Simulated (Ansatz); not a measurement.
# MgO: a prediction, then the measurements

Theory: Ansatz, DFT PBE, scalar-relativistic, plane waves, PAW.

Cutoff 420 eV; k points 10×10×10 on the computed 2-atom cell (Γ-centred); Gaussian smearing, width 0.02 eV; no spin polarisation.

Relaxed structure, symmetry kept:

```cif
data_structure
_symmetry_space_group_name_H-M 'P 1'
_symmetry_Int_Tables_number 1
_cell_length_a 3.0078
_cell_length_b 3.0078
_cell_length_c 3.0078
_cell_angle_alpha 60.000
_cell_angle_beta 60.000
_cell_angle_gamma 60.000
_cell_volume 19.24
loop_
_atom_site_label
_atom_site_type_symbol
_atom_site_fract_x
_atom_site_fract_y
_atom_site_fract_z
_atom_site_occupancy
Mg1 Mg 0.00000 0.00000 0.00000 1
O1 O 0.50000 0.50000 0.50000 1
```

```
Space group                                                                                                                                 : Fm-3m (No. 225)
Volume per atom                                                                                                                             : 9.62 Å³
Formation energy from the elements' standard states (uncorrected)                                                                           : -2.685 eV/atom
Kohn–Sham band gap                                                                                                                          : 4.46 eV, direct at Γ
Löwdin character of the top 1 eV of the valence band                                                                                        : O 2p 98 %
Löwdin character of the lowest 1 eV of the conduction band                                                                                  : Mg 3s 56 %, O 2s 33 %, O 2p 10 %
Electron masses at the edge by Cartesian direction of the standard setting (m_e; degenerate bands sorted by energy; no spin-orbit coupling) : x: 0.34; y: 0.34; z: 0.34
Hole masses at the edge by Cartesian direction of the standard setting (m_e; degenerate bands sorted by energy; no spin-orbit coupling)     : x: 2.2, 2.2, 0.38; y: 2.2, 2.2, 0.38; z: 2.2, 2.2, 0.38
Bulk modulus                                                                                                                                : 149 GPa
Its pressure derivative                                                                                                                     : 4.1
Electronic dielectric constant xx, yy, zz of the standard setting (independent particles)                                                   : 3.3, 3.3, 3.3
Bader charges (e)                                                                                                                           : Mg (1 in the cell) 1.72, O (1 in the cell) -1.72
```

**Measured values to compare with.**

“Study on Pyrolysis Characteristics of Phosphate Tailings under H2O Atmosphere”, 2024, pmc:11084758 reports, for a powder of MgO: lattice constant a 4.21322 ± 0.00005 Å.

From “Electronic structure of alkaline earth and post-transition metal oxides”, 2009, arxiv:0908.1581, for a bulk crystal of MgO: band gap 7.83 eV.

From “Infrared Optical Properties of Ferropericlase (Mg1-xFexO): Experiment and Theory”, 2007, arxiv:0704.2267, for a bulk crystal of MgO at 295 K: high-frequency dielectric constant 2.95 ± 0.1.

A measured lattice constant a of MgO is 4.21322 Å (powder; the paper above); the calculated 4.254 Å misses it by +1.0 %. 4 values of this kind are on record (4.2118 to 4.21322 Å); this one was drawn at random among those near their median, those with a stated uncertainty first. The calculation is for 0 K without zero-point motion. A measured band gap of MgO is 7.83 eV (quoted in the paper above); the calculated 4.46 eV misses it by -3.37 eV. Kohn–Sham gaps of semilocal functionals fall short of measured ones as a rule. A measured high-frequency dielectric constant of MgO is 2.95 (295 K; the paper above); the calculated 3.29 misses it by +11.6 %. Local fields are left out.